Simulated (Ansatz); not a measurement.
# 6-layer 2H-MoTe2 (2H stacking) in a perpendicular field

Aim: how the 6-layer 2H-MoTe2 (2H stacking) screens a field along its normal, and what the field does to its bands. A positive field points along +c.

Main program and level: Ansatz 0.2.0; plane-wave DFT, PBE-D3(BJ), Ansatz PAW.

### Step 1. Set-up

The cell holds 18 atoms: 12 Te and 6 Mo. Cell: a = 3.550 Å, b = 3.550 Å, c = 109.245 Å, α = 90.0°, β = 90.0°, γ = 120.0°. Regions: layer 1: 2H-MoTe2, 3 atoms (2 Te and 1 Mo); layer 2: 2H-MoTe2, 3 atoms (2 Te and 1 Mo); layer 3: 2H-MoTe2, 3 atoms (2 Te and 1 Mo); layer 4: 2H-MoTe2, 3 atoms (2 Te and 1 Mo); layer 5: 2H-MoTe2, 3 atoms (2 Te and 1 Mo); layer 6: 2H-MoTe2, 3 atoms (2 Te and 1 Mo). Vacuum lies along c.

### Step 2. Relaxing the slab

The starting cell is a guess, so the in-plane lattice and the atoms are relaxed first, with the slab cut off from its images along the normal.

The input, input.yaml:

```yaml
crystal:
  lattice:
    - [3.55, 0.0, 0.0]
    - [-1.775, 3.0743901834, 0.0]
    - [0.0, 0.0, 109.2446157833]
  atoms:
    - { symbol: Te, position: [0.3333333333, 0.6666666667, 0.3208396107] }
    - { symbol: Mo, position: [0.0, 0.0, 0.3381132429] }
    - { symbol: Te, position: [0.3333333333, 0.6666666667, 0.3553868751] }
    - { symbol: Te, position: [0.0, 0.0, 0.3855943136] }
    - { symbol: Mo, position: [0.3333333333, 0.6666666667, 0.4028679458] }
    - { symbol: Te, position: [0.0, 0.0, 0.420141578] }
    - { symbol: Te, position: [0.3333333333, 0.6666666667, 0.4503490164] }
    - { symbol: Mo, position: [0.0, 0.0, 0.4676226486] }
    - { symbol: Te, position: [0.3333333333, 0.6666666667, 0.4848962808] }
    - { symbol: Te, position: [0.0, 0.0, 0.5151037192] }
    - { symbol: Mo, position: [0.3333333333, 0.6666666667, 0.5323773514] }
    - { symbol: Te, position: [0.0, 0.0, 0.5496509836] }
    - { symbol: Te, position: [0.3333333333, 0.6666666667, 0.579858422] }
    - { symbol: Mo, position: [0.0, 0.0, 0.5971320542] }
    - { symbol: Te, position: [0.3333333333, 0.6666666667, 0.6144056864] }
    - { symbol: Te, position: [0.0, 0.0, 0.6446131249] }
    - { symbol: Mo, position: [0.3333333333, 0.6666666667, 0.6618867571] }
    - { symbol: Te, position: [0.0, 0.0, 0.6791603893] }
  periodic: [true, true, false]
kpoints:
  mp_grid: { grid: [12, 12, 1] }
hamiltonian:
  xc: pbe
  dispersion: d3bj
scf:
  occupations: { method: fermi_dirac, width: 0.05 }
  convergence: { dr2_threshold: 1.0e-09 }
relax:
  f_tol: 0.004
  max_steps: 90
  cell: {}
output:
  write_potential: true
  write_density: true
  volumetric_format: npy
```

Started as:

```bash
ansatz run input.yaml --threads 4 --pin off --max-ram 16384MiB --backend cpu --events-out ev --progress --plain --runs-dir out
```

Numbers of over 12 decimals in the logs are rounded to 6 here.

The log of the run:

```text
Warning: relax.cell: scf.convergence.dr2_threshold = 1e-9 eV is looser than the 7.45281973623e-11 eV advised for a relaxation that steers and ends on the stress (1e-10 eV for each atom of the cell: 18, times the square of relax.cell.stress_2d_tol = 0.05 N/m over 49.1 Å (the atoms' height at the walk's start and 5 Å past either face), 1.017e-2 GPa, over a crystal's default 0.05). What an SCF threshold leaves in a stress goes as its square root, and in the free energy as the threshold itself, and one threshold admits the most on a small cell: [figures from the program's tests cut] Set scf.convergence.dr2_threshold to 7.45281973623e-11 eV or tighter. [rest of the remark cut]
Engine: ansatz 0.2.0, aarch64-unknown-linux-gnu
Pseudopotentials: kind: paw
Pseudopotential: Te, paw, valence charge 16, recommended cutoff 420 eV (normal), Te.paw.azcp
Pseudopotential: Mo, paw, valence charge 14, recommended cutoff 420 eV (normal), Mo.paw.azcp
Functional definition: PBE
  parameter kappa = 0.804
  parameter beta = 0.066725
  exchange = pbe_x(kappa = kappa, mu = beta*pi^2/3)
  correlation = pbe_c(beta = beta)
Crystal: 18 atoms, lattice volume = 1192.305 Å³
Basis set: ecut = 420 eV, 23051 PW (Γ), exchange–correlation on 48×48×1500 points (8 copies of the dense FFT grid, shifted against one another)
Bands: 166, of which v1, the nominal top of the filled ones, is band 138 counted from 1 (137 counted from 0)
Symmetry: 12 space group operations
Space group: P-3m1 (ITA 164), of the structure as read, at distance tolerance 1.1e-4 Å
k-points: 19 of 144
Non-local potential: Te, projectors of the file, l = 0: 2, l = 1: 2, l = 2: 2, l = 3: 2
Non-local potential: Mo, projectors of the file, l = 0: 3, l = 1: 2, l = 2: 2, l = 3: 1
PAW form: soft (Blöchl's): semilocal exchange-correlation on the pseudo side does not see the compensation charge
PAW one-centre angular grid: Te, 590 points (default); XC on 64 Gauss nodes
PAW one-centre angular grid: Mo, 590 points (default); XC on 64 Gauss nodes
Initial density: superposition of atomic densities (neutral atoms: chi_scale 0, normalization atom), corrected by the library's trained network
Initial wavefunctions: pseudopotential atomic-orbital guess
Functional: x = pbe(κ = 0.804, μ = 0.219515), c = pbe(β = 0.066725)
SCF iter   1: F=—  HF=-113508.758457 eV  |F-HF|=—  |Δ(HF+E_count)|=         —  Δρ=2.73e-3  dr2=1.64e-1  ethr=1.77e-3  ⟨swp⟩=11.6  Hψ=17770  notcnv=0  defer=39
preconditioner: auto → Resta (q_TF=auto, 2.138 Å⁻¹)  ε∞=3.6  [insulator: Δε(μ)=0.672 eV  Ē_g=6.877 eV  σ=0.050 eV  W_gap=1.00  n_scr=200 (ndim 8)  ℏωp=11.2 eV  f_vac=0.607  D(μ)=0.01/eV (n_scr^D=0)  ε∞_Penn≈3.6  vacuum switching on, ρ_ref=3.4e-3 e/Å³]
SCF iter   2: F=—  HF=-113508.782052 eV  |F-HF|=—  |Δ(HF+E_count)|=   2.36e-2  Δρ=1.77e-3  dr2=2.44e-1  ethr=5.95e-5  ⟨swp⟩=3.3  Hψ=6751  notcnv=0  defer=201
SCF iter   3: F=—  HF=-113508.772790 eV  |F-HF|=—  |Δ(HF+E_count)|=   9.26e-3  Δρ=1.16e-3  dr2=2.05e-2  ethr=5.95e-5  ⟨swp⟩=3.3  Hψ=5151  notcnv=0  defer=197
SCF iter   4: F=—  HF=-113508.781403 eV  |F-HF|=—  |Δ(HF+E_count)|=   8.61e-3  Δρ=6.61e-4  dr2=3.66e-2  ethr=7.41e-6  ⟨swp⟩=3.2  Hψ=5398  notcnv=0  defer=195
SCF iter   5: F=—  HF=-113508.779266 eV  |F-HF|=—  |Δ(HF+E_count)|=   2.14e-3  Δρ=1.06e-4  dr2=2.29e-4  ethr=7.41e-6  ⟨swp⟩=2.7  Hψ=4168  notcnv=0  defer=197
SCF iter   6: F=—  HF=-113508.779367 eV  |F-HF|=—  |Δ(HF+E_count)|=   1.02e-4  Δρ=1.37e-4  dr2=7.40e-4  ethr=8.31e-8  ⟨swp⟩=4.0  Hψ=6263  notcnv=0  defer=197
SCF iter   7: F=—  HF=-113508.779315 eV  |F-HF|=—  |Δ(HF+E_count)|=   5.24e-5  Δρ=2.82e-5  dr2=1.31e-5  ethr=8.31e-8  ⟨swp⟩=2.5  Hψ=4024  notcnv=0  defer=197
SCF iter   8: F=—  HF=-113508.780196 eV  |F-HF|=—  |Δ(HF+E_count)|=   8.81e-4  Δρ=1.85e-5  dr2=1.86e-5  ethr=4.73e-9  ⟨swp⟩=3.1  Hψ=5656  notcnv=0  defer=200
SCF iter   9: F=—  HF=-113508.780197 eV  |F-HF|=—  |Δ(HF+E_count)|=   8.77e-7  Δρ=1.84e-5  dr2=1.61e-5  ethr=4.73e-9  ⟨swp⟩=2.8  Hψ=4219  notcnv=0  defer=200
SCF iter  10: F=—  HF=-113508.780196 eV  |F-HF|=—  |Δ(HF+E_count)|=   1.00e-6  Δρ=5.14e-6  dr2=8.68e-7  ethr=4.73e-9  ⟨swp⟩=2.4  Hψ=3881  notcnv=0  defer=200
SCF iter  11: F=—  HF=-113508.780196 eV  |F-HF|=—  |Δ(HF+E_count)|=   2.22e-8  Δρ=3.10e-6  dr2=5.50e-7  ethr=3.14e-10  ⟨swp⟩=3.2  Hψ=4750  notcnv=0  defer=200
SCF iter  12: F=—  HF=-113508.780196 eV  |F-HF|=—  |Δ(HF+E_count)|=   3.15e-8  Δρ=1.04e-6  dr2=2.06e-8  ethr=1.99e-10  ⟨swp⟩=2.8  Hψ=4083  notcnv=0  defer=200
SCF iter  13: F=—  HF=-113508.780196 eV  |F-HF|=—  |Δ(HF+E_count)|=   5.97e-9  Δρ=6.25e-7  dr2=3.41e-8  ethr=7.48e-12  ⟨swp⟩=3.8  Hψ=5708  notcnv=0  defer=200
SCF iter  14: F=—  HF=-113508.780196 eV  |F-HF|=—  |Δ(HF+E_count)|=   7.09e-9  Δρ=2.80e-7  dr2=4.06e-9  ethr=7.48e-12  ⟨swp⟩=2.7  Hψ=3855  notcnv=0  defer=200
SCF iter  15: F=—  HF=-113508.780196 eV  |F-HF|=—  |Δ(HF+E_count)|=   2.34e-9  Δρ=1.32e-7  dr2=1.92e-9  ethr=1.47e-12  ⟨swp⟩=3.1  Hψ=4376  notcnv=0  defer=200
SCF iter  16: F=-113508.780196 eV  HF=-113508.780196 eV  |F-HF|=6.52e-9  |Δ(HF+E_count)|=   2.62e-9  Δρ=7.64e-8  dr2=2.36e-10  ethr=1.00e-12  ⟨swp⟩=10.8  Hψ=18067  notcnv=0
SCF 1 converged in 16 iterations: F = -113508.780196 eV  dr2 = 2.36e-10
  greatest PAW one-centre occupation: 0.998 electrons in one spin orbital (limit 2), on the Mo atom at site 10 (counted from 0), in its partial waves of l = 0
relax step   1: F+E_penalty+E_count = -113508.78019596 eV  Δ(F+E_penalty+E_count) = +0.000e0 eV  max|allowed force component| = 1.078e0 eV/Å  Δτ_max = 0.0000 Å  P = -21.485 N/m  Ω = 1192.305 Å³  fix = [c, alpha, beta]  reactions: c -0.000 N/m  (16 SCF iters, accepted)
Crystal: 18 atoms, lattice volume = 1145.177 Å³
Basis set: ecut = 420 eV, 22307 PW (Γ), exchange–correlation on 48×48×1500 points (8 copies of the dense FFT grid, shifted against one another)
Initial density: handed on by an earlier stage of this run
Initial wavefunctions: those handed on with the density
iter 1 solved again at ethr=6.99e-4 eV; its pass at ethr=3.10e-3 eV (dr2=1.93e0 eV) is discarded
SCF iter   1: F=—  HF=-113508.361087 eV  |F-HF|=—  |Δ(HF+E_count)|=         —  Δρ=9.05e-3  dr2=1.95e0  ethr=6.99e-4  ⟨swp⟩=4.7  Hψ=19806  notcnv=0  defer=1
preconditioner: auto → Resta (q_TF=auto, 2.152 Å⁻¹)  ε∞=3.3  [insulator: Δε(μ)=0.725 eV  Ē_g=7.512 eV  σ=0.050 eV  W_gap=1.00  n_scr=188 (ndim 8)  ℏωp=11.4 eV  f_vac=0.611  D(μ)=0.00/eV (n_scr^D=0)  ε∞_Penn≈3.3  vacuum switching on, ρ_ref=4.1e-3 e/Å³]
SCF iter   2: F=—  HF=-113508.297680 eV  |F-HF|=—  |Δ(HF+E_count)|=   6.34e-2  Δρ=7.07e-3  dr2=1.54e0  ethr=6.99e-4  ⟨swp⟩=5.1  Hψ=5914  notcnv=0
[...]
eigensolver tolerance schedule: the retry pair's looser diagonalisation over-reported the residual by 1794.90 of it (diagonalisation noise at 0.65 of the residual, at the tolerance the schedule requests for it); recorded, not acted on — ethr = c·dr2/N_el stays at c = 1.0e-1
preconditioner: auto → Resta (q_TF=auto, 2.148 Å⁻¹)  ε∞=3.5  [insulator: Δε(μ)=0.691 eV  Ē_g=7.240 eV  σ=0.050 eV  W_gap=1.00  n_scr=188 (ndim 8)  ℏωp=11.3 eV  f_vac=0.619  D(μ)=0.01/eV (n_scr^D=0)  ε∞_Penn≈3.5  vacuum switching on, ρ_ref=3.8e-3 e/Å³]
SCF iter   2: F=—  HF=-113509.493440 eV  |F-HF|=—  |Δ(HF+E_count)|=   6.37e-4  Δρ=1.24e-5  dr2=3.42e-7  ethr=3.80e-10  ⟨swp⟩=4.9  Hψ=10295  notcnv=0  defer=1
SCF iter   3: F=—  HF=-113509.493441 eV  |F-HF|=—  |Δ(HF+E_count)|=   4.50e-7  Δρ=5.47e-6  dr2=6.98e-7  ethr=1.24e-10  ⟨swp⟩=3.0  Hψ=6520  notcnv=0  defer=1
SCF iter   4: F=—  HF=-113509.493441 eV  |F-HF|=—  |Δ(HF+E_count)|=   5.82e-8  Δρ=2.18e-6  dr2=2.64e-8  ethr=1.24e-10  ⟨swp⟩=3.0  Hψ=4900  notcnv=0  defer=1
SCF iter   5: F=—  HF=-113509.493441 eV  |F-HF|=—  |Δ(HF+E_count)|=   9.14e-9  Δρ=3.72e-7  dr2=2.92e-9  ethr=9.57e-12  ⟨swp⟩=3.1  Hψ=5443  notcnv=0  defer=1
SCF iter   6: F=—  HF=-113509.493441 eV  |F-HF|=—  |Δ(HF+E_count)|=   1.60e-9  Δρ=1.90e-7  dr2=1.40e-9  ethr=1.00e-12  ⟨swp⟩=20.2  Hψ=26891  notcnv=0
SCF iter   7: F=-113509.493441 eV  HF=-113509.493441 eV  |F-HF|=9.31e-10  |Δ(HF+E_count)|=   1.40e-9  Δρ=8.12e-8  dr2=2.69e-10  ethr=1.00e-12  ⟨swp⟩=8.4  Hψ=14714  notcnv=0
SCF 12 converged in 7 iterations: F = -113509.493441 eV  dr2 = 2.69e-10
relax step  12: F+E_penalty+E_count = -113509.49344074 eV  Δ(F+E_penalty+E_count) = +2.601e-3 eV  max|allowed force component| = 1.351e-3 eV/Å  Δτ_max = 0.0000 Å  P = -0.010 N/m  Ω = 1157.655 Å³  fix = [c, alpha, beta]  reactions: c -0.000 N/m  stress off target by 9.89e-3 N/m on what of the cell is left free  SCF on the basis re-selected at this cell (its energy is not comparable with the rows above)  (7 SCF iters)
basis re-selected at this cell: Δ(F+E_penalty+E_count) = +2.601e-3 eV, ΔP = +0.009 N/m vs the last step (what re-selecting the basis moved, of the pressure what is left beyond the Pulay correction that the steps carried, after the strain that the cell walked since its last selection, with what the two solves' SCF thresholds leave and, on support functions, any second-order correction that the steps lacked; it is no m [...]
WARN: The output density's exchange-correlation potential varies sharply where the density is thin. Do not read a vacuum level from v_tot or v_xc, or from such a field of the output density. On a cell that repeats whose density bears no net charge and no dipole along the vacuum's axis use v_es (v_loc + v_h of the components); under efield.dipole_correction with no amplitude use v_es + v_field, which holds any externa [...]
dispersion: the relaxed geometry stands within reach of a switch of an atom's C6, across which e_disp changes (each atom's share, over what another start of this relaxation can change, counted as every distance, over a cell that relax.cell.fix or crystal.periodic holds in part: site 4 (Mo), some 0.22 eV, crossed with farther neighbours; site 7 (Mo), some 0.22 eV, crossed with farther neighbours; site 10 (Mo), some 0. [...]
SCF converged after 7 iterations
Free energy (F): -113509.493441 eV
Harris-Foulkes:  -113509.493441 eV  (|F-HF|=9.31e-10)
Internal energy: -113509.493272 eV  (E = F + TS)
E sigma→0 (E₀):  -113509.493357 eV
Entropy (-TS):   -0.000168 eV (-0.009 meV/atom)
Fermi energy:    -4.292266 eV
--- Per-component energies (eV) ---
  E_band       = -8168.925324
  E_kinetic    = 4831.318656
  E_local      = -8921956.279834  (includes V_loc(G=0)·N_el)
  E_nonlocal   = -2857.873927
  E_hartree    = 4459939.392600
  E_xc         = -2599.437201
  E_vxc        = -2633.725270  (∫ρ·V_xc dr)
  E_paw        = -75161.836414  (= ΣΔE_a)
  E_vpaw       = -5431.108875  (= ΣTr[D̂ρ^β])
  E_aug_tail   = -0.001765  (compensation charges beyond the density's cutoff)
  E_ewald      = 4424304.715863
  E_disp       = -9.491249  (pairwise vdW)
  E_smearing   = -0.000168  (= −TS)
  E_closure    = 0.000000  (closes the sum)
  Σ components = -113509.493441   (vs F -113509.493441, Δ=0.00e0)
--- Forces (eV/Å), atoms counted from 1 ---
  atom   1  Te    -0.00000000     0.00000000    -0.00135131
  atom   2  Mo    -0.00000000    -0.00000000     0.00005862
  atom   3  Te    -0.00000000     0.00000000     0.00109631
  atom   4  Te    -0.00000000    -0.00000000    -0.00070941
  atom   5  Mo    -0.00000000     0.00000000     0.00009962
  atom   6  Te    -0.00000000    -0.00000000     0.00106469
  atom   7  Te     0.00000000     0.00000000    -0.00099785
  atom   8  Mo     0.00000000    -0.00000000    -0.00013514
  atom   9  Te     0.00000000     0.00000000     0.00046156
  atom  10  Te     0.00000000    -0.00000000    -0.00046156
  atom  11  Mo    -0.00000000     0.00000000     0.00013514
  atom  12  Te     0.00000000    -0.00000000     0.00099785
  atom  13  Te    -0.00000000     0.00000000    -0.00106469
  atom  14  Mo    -0.00000000    -0.00000000    -0.00009962
  atom  15  Te    -0.00000000     0.00000000     0.00070941
  atom  16  Te     0.00000000    -0.00000000    -0.00109631
  atom  17  Mo     0.00000000     0.00000000    -0.00005862
  atom  18  Te     0.00000000    -0.00000000     0.00135131
  max |Σ_I F_I| component: 8.10e-18 eV/Å
--- 2D stress c σ (N/m, compression-positive) ---
       -0.009890      -0.000000      -0.000000
       -0.000000      -0.009890      -0.000000
       -0.000000      -0.000000      -0.000000
  P = ½ c Tr σ = -0.0099 N/m
--- Band table (eV; the first three rows and the last of 19) ---
  k-point 0: bands = [... 134 lower, -4.7149, -4.6701, -4.6431, -4.6283, -1.7569, -1.7569, -1.7430, -1.7430, ... 24 higher]
  k-point 1: bands = [... 134 lower, -4.7275, -4.7115, -4.6900, -4.6665, -2.1203, -2.1132, -2.0985, -2.0747, ... 24 higher]
  k-point 2: bands = [... 134 lower, -5.0963, -5.0554, -4.9940, -4.9280, -2.8432, -2.8143, -2.7563, -2.6901, ... 24 higher]
  k-point 18: bands = [... 134 lower, -4.9119, -4.8430, -4.7742, -4.7250, -3.6347, -3.6347, -3.6288, -3.6288, ... 24 higher]
  the weakly bound empty levels are not read free of the cell's end (no_gap_told)
--- Relaxed structure (11 steps of the walk, 8 accepted, 1 SCFs on fresh bases) ---
  F+E_penalty+E_count = -113509.49344074 eV   max|allowed force component| = 1.351e-3 eV/Å   (the final SCF, on the basis selected at the relaxed cell)
  cell:  # Å, volume = 1157.6550 Å³
    - [3.498036, 0, 0]
    - [-1.749018, 3.029388, 0]
    - [0, 0, 109.2446157833]
  atoms:
    - { symbol: Te, position: [0.333333, 0.666667, 0.326640] }
    - { symbol: Mo, position: [9.25185853962003e-18, -5.08852219630634e-17, 0.343273] }
    - { symbol: Te, position: [0.333333, 0.666667, 0.359924] }
    - { symbol: Te, position: [9.251858539620048e-18, -5.08852219630634e-17, 0.389351] }
    - { symbol: Mo, position: [0.333333, 0.666667, 0.405980] }
    - { symbol: Te, position: [9.251858539620048e-18, -5.08852219630634e-17, 0.422609] }
    - { symbol: Te, position: [0.333333, 0.666667, 0.452037] }
    - { symbol: Mo, position: [9.251858539620039e-18, -5.0885221963063393e-17, 0.468665] }
    - { symbol: Te, position: [0.333333, 0.666667, 0.485293] }
    - { symbol: Te, position: [9.251858539620032e-18, -5.0885221963063406e-17, 0.514707] }
    - { symbol: Mo, position: [0.333333, 0.666667, 0.531335] }
    - { symbol: Te, position: [9.251858539620032e-18, -5.0885221963063406e-17, 0.547963] }
    - { symbol: Te, position: [0.333333, 0.666667, 0.577391] }
    - { symbol: Mo, position: [9.251858539620051e-18, -5.0885221963063393e-17, 0.594020] }
    - { symbol: Te, position: [0.333333, 0.666667, 0.610649] }
    - { symbol: Te, position: [9.251858539620017e-18, -5.08852219630634e-17, 0.640076] }
    - { symbol: Mo, position: [0.333333, 0.666667, 0.656727] }
    - { symbol: Te, position: [9.25185853962002e-18, -5.0885221963063406e-17, 0.673360] }
```

It took 24 min on 4 threads of Arm Neoverse V1, shared host; peak memory 5.1 GiB.

Step by step:

```tsv
step	energy less that of the first step (eV)	largest force component (eV/Å)	volume (Å³)
1	0.0000	1.0780	1192.30
2	0.6800	1.9657	1145.18
3	-0.6292	0.2788	1145.81
4	-0.6680	0.1648	1151.14
5	-0.6958	0.0180	1154.05
6	-0.7115	0.0694	1157.09
7	-0.6820	0.1294	1158.85
8	-0.7151	0.0261	1157.54
9	-0.7127	0.0496	1158.16
10	-0.7158	0.0030	1157.48
11	-0.7158	0.0013	1157.66
12*	-0.7132	0.0014	1157.66
```

Relaxation steps marked * repeat the geometry before them on a plane-wave basis chosen anew for their cell, so energy and pressure can jump there. Relaxation steps 2, 7, 9 were tried and not accepted.

The run keeps the 12 symmetry operations that it works with, so distortions that break them were not tested.

```tsv
cell as run	before	after	change
a (Å)	3.550	3.498	-1.5 %
b (Å)	3.550	3.498	-1.5 %
```

The atoms that moved most (Å, along periodic axes as changes of fractional coordinates times the final cell, across vacuum about the mean position):

```tsv
atom	dx	dy	dz	length
Te1	0.000	0.000	0.634	0.634
Te18	0.000	0.000	-0.634	0.634
Mo17	0.000	0.000	-0.564	0.564
Mo2	0.000	0.000	0.564	0.564
Te16	0.000	0.000	-0.496	0.496
Te3	0.000	0.000	0.496	0.496
Te4	0.000	0.000	0.410	0.410
Te15	0.000	0.000	-0.410	0.410
```

Numbers from this step:

```yaml
energy_at_zero_smearing: -113509.4934 eV
```

The lattice constant a goes from 3.550 to 3.498 Å.

(Continued in part 2 of 3.)

[Logs are printed without paths, hosts, clocks, repeated set-up lines and the standing remarks that a program may print on its own settings, such as how far it seeks lower states.]

[Hosts, paths, dates, database ids (printed as entryN), source tags and the programs' standing remarks are cut or masked in the printed files.]

[Maps of the electrostatic potential energy from Ansatz leave out the sawtooth potential of an applied field or a dipole correction, so their vacuum need not be flat; planar profiles and work functions include it.]
